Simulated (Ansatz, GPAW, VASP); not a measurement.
**Sn: 4 runs at one level of theory**

```xyz
2
Lattice="0.0000 3.2333 3.2333 3.2333 0.0000 3.2333 3.2333 3.2333 0.0000" Properties=species:S:1:pos:R:3 pbc="T T T"
Sn    4.8500    4.8500    4.8500
Sn    3.2333    3.2333    3.2333
```

This isn't the form of Sn at room conditions, which is tetragonal (white tin).

Alike in all runs: task single point; functional PBE; k mesh 7 × 7 × 7; occupations gaussian, width 0.05 eV; no spin polarisation; no spin-orbit coupling. Pressure is positive in compression and, in plane waves, holds the error of the finite cutoff, which Ansatz's Pulay term estimates and takes out.

| program and potentials | plane-wave cutoff (eV) | notes | pressure (GPa) |
| --- | --- | --- | --- |
| Ansatz, Ansatz PAW | 420 | Pulay term of +0.03 GPa included | 3.83 |
| VASP, PBE PAW files Sn_d_GW, 550 eV | 550 | - | 3.70 |
| Ansatz, all-electron LAPW, scalar-relativistic | - | - | 3.82 |
| GPAW, GPAW PAW data sets (gpaw-data 1.2.1) | 600 | - | 3.53 |

The pressure spans 3.53 (GPAW, GPAW PAW data sets (gpaw-data 1.2.1)) to 3.83 GPa (Ansatz, Ansatz PAW), with all-electron results at 3.82.

The functional is the same throughout but for its coding, so the spread measures potentials, basis and numerics; runs on potential files found faulty are left out.
